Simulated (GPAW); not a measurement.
# GaSb (F-43m) in GPAW: single point with PBE

Aim: the single point of GaSb with PBE.

Program: GPAW 26.7.0. These are calculated values, not measurements. Logs are shortened: lines on timing, memory, paths and dates and some standing lists are left out, and cuts for length are marked. The log counts tension as positive stress, the text compression.

## Step 1: The crystal as given

It takes space group F-43m (No. 216, cubic). Conventional cell: a = 6.118 Å, b = 6.118 Å, c = 6.118 Å, α = 90.00°, β = 90.00°, γ = 90.00°. Sb (site symmetry -43m) has 4 Ga at 2.65 Å as nearest neighbours. Around Ga (site symmetry -43m) lie 4 Sb at 2.65 Å.

## Step 2: Single point, PBE

File run.py:

```python
from ase import Atoms
from ase.dft.bandgap import bandgap
from ase.io import write
from ase.units import GPa
from gpaw import GPAW, PW

atoms = Atoms(['Sb', 'Ga'],
              cell=[[0.0, 3.059, 3.059],
                    [3.059, 0.0, 3.059],
                    [3.059, 3.059, 0.0]],
              scaled_positions=[[0.75, 0.75, 0.75],
                                [0.0, 0.0, 0.0]],
              pbc=True)

calc = GPAW(mode=PW(1200),
            xc='PBE',
            kpts={'size': (6, 6, 6), 'gamma': True},
            occupations={'name': 'fermi-dirac', 'width': 0.05},
            nbands=18,
            convergence={'density': 1e-05, 'energy': 1e-05},
            maxiter=100,
            txt='gpaw.txt')
atoms.calc = calc
energy = atoms.get_potential_energy()
forces = atoms.get_forces()
stress = atoms.get_stress()
calc.write('gs.gpw')
write('result.traj', atoms)
print(f'Energy: {energy:.6f} eV')
print('Forces (eV/A):')
print(forces.round(4))
print('Stress (GPa):', (stress / GPa).round(3))
print('Fermi level:', round(calc.get_fermi_level(), 4), 'eV')
print(f'Gap: {bandgap(calc)[0]:.4f} eV, direct: {bandgap(calc, direct=True)[0]:.4f} eV')
```

Potentials or basis: GPAW PAW data sets (gpaw-data 1.2.1), pw.

Launch:

```console
OMP_NUM_THREADS=1 python run.py
```

gpaw.txt:

```text
__  _  _
 | _ |_)|_||  |
 |__||  | ||/\| - 26.7.0

Input parameters:
  mode=PW(ecut=1200.0),
  convergence={'density': 1e-05, 'energy': 1e-05},
  kpts=MonkhorstPack(size=(6, 6, 6), gamma=True),
  maxiter=100,
  nbands=18,
  occupations=Occupations(name='fermi-dirac', width=0.05),
  xc=XC(name='PBE')

Diagonalizing LCAO Hamiltonian
Converting LCAO to pw mode

                     Sb

       Ga

Atoms  # Å, Bohr magnetons
|   | symbol |        x |        y |        z |    initial magnetic moments |
|---|--------|----------|----------|----------|-----------------------------|
| 0 |     Sb | 4.588500 | 4.588500 | 4.588500 | ( 0.0000,  0.0000,  0.0000) |
| 1 |     Ga | 0.000000 | 0.000000 | 0.000000 | ( 0.0000,  0.0000,  0.0000) |

Unit cell  # Å
| periodic |        x |        y |        z |  lengths |    angles |
|----------|----------|----------|----------|----------|-----------|
|      yes | 0.000000 | 3.059000 | 3.059000 | 4.326079 | 60.000000 |
|      yes | 3.059000 | 0.000000 | 3.059000 | 4.326079 | 60.000000 |
|      yes | 3.059000 | 3.059000 | 0.000000 | 4.326079 | 60.000000 |

Number of symmetries: 24
Symmetry operations  # r_c * U_cc + t_c -> r_c
|    | kind |            matrix            |
|----|------|------------------------------|
|  0 |  E   |  1, 0, 0,  0, 1, 0,  0, 0, 1 |
|  1 |  σ   |  1, 0, 0,  0, 0, 1,  0, 1, 0 |
|  2 |  σ   |  1, 0,-1,  0, 1,-1,  0, 0,-1 |
|  3 |  C3  |  1, 0,-1,  0, 0,-1,  0, 1,-1 |
|  4 |  C3  |  1,-1, 0,  0,-1, 1,  0,-1, 0 |
|  5 |  σ   |  1,-1, 0,  0,-1, 0,  0,-1, 1 |
|  6 |  σ   |  0, 1, 0,  1, 0, 0,  0, 0, 1 |
|  7 |  C3  |  0, 1, 0,  0, 0, 1,  1, 0, 0 |
|  8 |  C2  |  0, 1,-1,  1, 0,-1,  0, 0,-1 |
|  9 |  S4  |  0, 1,-1,  0, 0,-1,  1, 0,-1 |
| 10 |  C3  |  0, 0, 1,  1, 0, 0,  0, 1, 0 |
| 11 |  σ   |  0, 0, 1,  0, 1, 0,  1, 0, 0 |
| 12 |  S4  |  0, 0,-1,  1, 0,-1,  0, 1,-1 |
| 13 |  C3  |  0, 0,-1,  0, 1,-1,  1, 0,-1 |
| 14 |  S4  |  0,-1, 1,  1,-1, 0,  0,-1, 0 |
| 15 |  C2  |  0,-1, 1,  0,-1, 0,  1,-1, 0 |
| 16 |  C3  |  0,-1, 0,  1,-1, 0,  0,-1, 1 |
| 17 |  S4  |  0,-1, 0,  0,-1, 1,  1,-1, 0 |
| 18 |  S4  | -1, 1, 0, -1, 0, 1, -1, 0, 0 |
| 19 |  C3  | -1, 1, 0, -1, 0, 0, -1, 0, 1 |
| 20 |  C3  | -1, 0, 1, -1, 1, 0, -1, 0, 0 |
| 21 |  S4  | -1, 0, 1, -1, 0, 0, -1, 1, 0 |
| 22 |  σ   | -1, 0, 0, -1, 1, 0, -1, 0, 1 |
| 23 |  C2  | -1, 0, 0, -1, 0, 1, -1, 1, 0 |

BZ-sampling:
  Number of BZ points: 216
  Number of IBZ points: 16

  Monkhorst-Pack size: [6, 6, 6]
  Monkhorst-Pack shift: [0.08333333333333333, 0.08333333333333333, 0.08333333333333333]

K-points  # in reciprocal-cell coordinates
|     |                                coordinates |     weight |
|-----|--------------------------------------------|------------|
|   0 | (  0.00000000,   0.00000000,   0.00000000) | 0.00462963 |
|   1 | (  0.16666667,   0.16666667,   0.00000000) | 0.02777778 |
|   2 | (  0.16666667,   0.16666667,   0.16666667) | 0.03703704 |
|   3 | (  0.33333333,   0.16666667,   0.16666667) | 0.05555556 |
|   4 | (  0.33333333,   0.33333333,  -0.33333333) | 0.05555556 |
|   5 | (  0.33333333,   0.33333333,   0.00000000) | 0.02777778 |
|   6 | (  0.33333333,   0.33333333,   0.16666667) | 0.11111111 |
|   7 | (  0.33333333,   0.33333333,   0.33333333) | 0.03703704 |
|   8 | (  0.50000000,   0.33333333,  -0.33333333) | 0.11111111 |
|   9 | (  0.50000000,   0.33333333,  -0.16666667) | 0.05555556 |
| ... |                                            |            |
|  15 | (  0.50000000,   0.50000000,   0.50000000) | 0.01851852 |

Plane wave coefficients: 5434
Cutoff: 1200.0 eV

Spin-components: 1 (collinear spins)
Bands:           18
Projectors:      11
Spin-degeneracy: 2
Datatype:        complex128

Parallelization:
  kpt:    1
  domain: 1
  band:   1

Density:
  Valence electrons: 18.0
  Components: 1
  Grid points: [35 35 35]
  Charge: 0.0  # |e|

Potential:
  Grid points: [35 35 35]

species:
  Sb:
    name:    Antimony
    Z:       51.0
    valence: 15
    core:    36
    charge:  0.0  # [|e|]
    compensation charges:
      type: gauss
      rc: 0.36  # [Å]
      lmax: 2
    cutoffs:
      filter: 2.23  # [Å]
      core: 2.23  # [Å]
    projectors
    | kind |    occ | energy [eV] | rcut [Å] |
    |------|--------|-------------|----------|
    |   5s |  2.000 |     -12.815 |    1.154 |
    |   5p |  3.000 |      -4.830 |    1.233 |
    |   4d | 10.000 |     -33.514 |    1.196 |
    |    s |        |      14.396 |    1.154 |
    |    p |        |      22.381 |    1.233 |
    |    d |        |      -6.303 |    1.196 |

    Using partial waves for Sb as LCAO basis

  Ga:
    name:    Gallium
    Z:       31.0
    valence: 3
    core:    28
    charge:  0.0  # [|e|]
    compensation charges:
      type: gauss
      rc: 0.37  # [Å]
      lmax: 2
    cutoffs:
      filter: 2.06  # [Å]
      core: 4.17  # [Å]
    projectors
    | kind |    occ | energy [eV] | rcut [Å] |
    |------|--------|-------------|----------|
    |   4s |  2.000 |      -8.945 |    1.164 |
    |   4p |  1.000 |      -2.580 |    1.164 |
    |    s |        |      18.266 |    1.164 |
    |    p |        |      24.631 |    1.164 |
    |    d |        |       0.000 |    1.164 |

    Using partial waves for Ga as LCAO basis

Reference energy: -229166.229777  # eV

eigensolver:
  PPCG
  Converge bands: occupied
  niter=2

density mixing:
  MSR1-Mixer
  Pratt-step length: 0.05
  Maximum mixing coefficient: 0.75
  Old densities: 10
  SVD Regularization: 0.005
  Good broyden scale: 1.0
  Trust region scale: 1.0
  Backstep threshold: 4.0
  History deletion threshold: 6.0
  Fourier metric: weight=20.0, sigma=0.015

occupation numbers:
  Fermi-Dirac:
    width: 0.0500  # eV

poisson solver:
  ecut: 9600.0  # eV

xc functional:
  name: PBE with 2 nearest neighbor stencil

convergence criteria:
- Maximum integral of absolute [dens]ity change: 1e-05 electrons / valence electron
- Maximum [total energy] change in last 3 cyles: 1e-05 eV / valence electron
- Maximum integral of absolute [eigenst]ate change: 4e-08 eV^2 / valence electron
maximum number of iterations: 100

SCF iterations
|iter     | |      energy | eigst |  dens |
|---------|-|-------------|-------|-------|
|iter:   1| |   -7.635029 | +0.24 |       |
|iter:   2| |   -7.638273 | -1.92 | -1.28 |
|iter:   3| |   -7.620948 | -2.42 | -1.31 |
|iter:   4| |   -7.622872 | -3.12 | -1.84 |
|iter:   5| |   -7.623222 | -4.21 | -2.59 |
|iter:   6| |   -7.623360 | -4.84 | -2.96 |
|iter:   7| |   -7.623361c| -6.48 | -4.13 |
|iter:   8| |   -7.623361c| -7.28 | -4.59 |
|iter:   9| |   -7.623361c| -8.23c| -5.41c|

Converged in 9 steps
Energy contributions relative to reference atoms: (reference = -229166.229777)

Energy contributions:
  Kinetic:          12.409017
  Coulomb:         -10.861530
  Zero:              0.191754
  External:          0.000000
  Xc:               -9.362131
  Entropy:          -0.000942
  Spinorbit:         0.000000
  ----------------------------
  Free energy:      -7.623832
  Extrapolated:     -7.623361

dipole moment: (-11.063168, -11.063168, -11.063168)  # |e|*Ang

Fermi level: 4.970
Eigenvalues  # (at kpt = [0.000, 0.000, 0.000])
| band index |      eig [eV] | occ [0-2] |
|------------|---------------|-----------|
|          0 |       -23.854 |     2.000 |
|          1 |       -23.854 |     2.000 |
|          2 |       -23.854 |     2.000 |
|          3 |       -23.837 |     2.000 |
|          4 |       -23.837 |     2.000 |
|          5 |        -6.556 |     2.000 |
[... 10 lines left out ...]
|         16 |        14.427 |     0.000 |
|         17 |        14.427 |     0.000 |

Gap: 0.090 eV
Transition (v -> c):
  (s=0, k=0, n=8, [0.00, 0.00, 0.00]) -> (s=0, k=0, n=9, [0.00, 0.00, 0.00])
No difference between direct/indirect transitions

Forces  # eV/Ang
|       x |        y |        z |
|---------|----------|----------|
| 0.00000 | -0.00000 | -0.00000 |  # Sb   0
| 0.00000 | -0.00000 | -0.00000 |  # Ga   1

Stress tensor  # eV/Ang^3
|         x |         y |         z |
|-----------|-----------|-----------|
| -0.014987 |  0.000000 |  0.000000 |
|  0.000000 | -0.014987 |  0.000000 |
|  0.000000 |  0.000000 | -0.014987 |

# Writing to gs.gpw (mode='')
```

Run time: 31 s. Hardware: 1 thread of Arm Neoverse V1, shared host; peak memory 0.23 GiB.

What came out:

- Free energy: -7.6238 eV
- Pressure: 2.4 GPa
- Band gap on the k mesh: 0.09 eV, direct

Caveat: spin-orbit coupling is left out, which moves the levels of the heavy elements.
